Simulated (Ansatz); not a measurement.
Crystal: TiO2.

```
CELL_PARAMETERS angstrom
4.54535 0.00000 0.00000
0.00000 5.51962 0.00000
0.00000 0.00000 4.90920
ATOMIC_POSITIONS crystal
Ti 0.00000 0.17299 0.75000
Ti 0.50000 0.32701 0.25000
Ti 0.00000 0.82701 0.25000
Ti 0.50000 0.67299 0.75000
O 0.27145 0.38172 0.91865
O 0.77145 0.11828 0.08135
O 0.22855 0.11828 0.41865
O 0.72855 0.38172 0.58135
O 0.27145 0.61828 0.41865
O 0.77145 0.88172 0.58135
O 0.22855 0.88172 0.91865
O 0.72855 0.61828 0.08135
```

Measurements of this composition are mostly on another form, of space group No. 141.

```yaml
Program: Ansatz 0.2.0
Task: single point
Functional: PBE
Potentials_or_basis: Ansatz PAW
Cutoff: "420 eV (not typed: the program's choice for these potentials)"
k_mesh: 6 × 5 × 6
Occupations: fermi-dirac, width 0.05 eV
Spin: no spin polarisation
```

On this cell: pressure 4.1 GPa; largest force 0.116 eV/Å; band gap on the k mesh 2.62 eV, indirect (least direct gap 2.67 eV).

The same run follows on a disturbed copy (atoms moved at random, drawn with an rms of 0.05 Å):

```xyz
12
Lattice="4.5453 0.0000 0.0000 0.0000 5.5196 0.0000 0.0000 0.0000 4.9092" Properties=species:S:1:pos:R:3 pbc="T T T"
Ti    0.0020    0.9443    3.6558
Ti    2.2675    1.7694    1.2138
Ti    0.0024    4.6253    1.2235
Ti    2.2185    3.7485    3.6109
O     1.2224    2.1132    4.4452
O     3.4978    0.6794    0.4103
O     1.0517    0.6506    2.0121
O     3.3041    2.1139    2.8618
O     1.2498    3.3783    2.0644
O     3.5135    4.8697    2.8880
O     1.0016    4.8571    4.4467
O     3.3280    3.3990    0.3885
```

Q: What does the disturbed cell give?

A: The energy moves by +21.6 meV/atom; pressure 4.8 GPa; largest force 1.866 eV/Å; band gap on the k mesh 2.37 eV, indirect (least direct gap 2.53 eV).

Forces in eV/Å, atoms in the order of the input:
```
Ti  -0.274  0.960  0.187
Ti   0.478  1.487 -0.353
Ti  -0.771 -1.614 -0.532
Ti   0.757 -0.904  0.968
O    0.040 -0.360  0.552
O    0.432 -0.623 -0.257
O   -0.417 -0.475  0.356
O    0.179 -0.476 -0.300
O   -0.756  0.645 -0.860
O    0.195  0.245 -0.809
O   -0.022  0.350  0.723
O    0.159  0.766  0.325
```

Stress tensor (GPa, compression positive):
```
 5.17 -0.50 -2.70
-0.50  5.00  0.43
-2.70  0.43  4.24
```

Caveats: odd divisions of the mesh miss points on the zone boundary, where band edges often lie, so the gap on the mesh can be too wide.

A k mesh can miss the band edges.
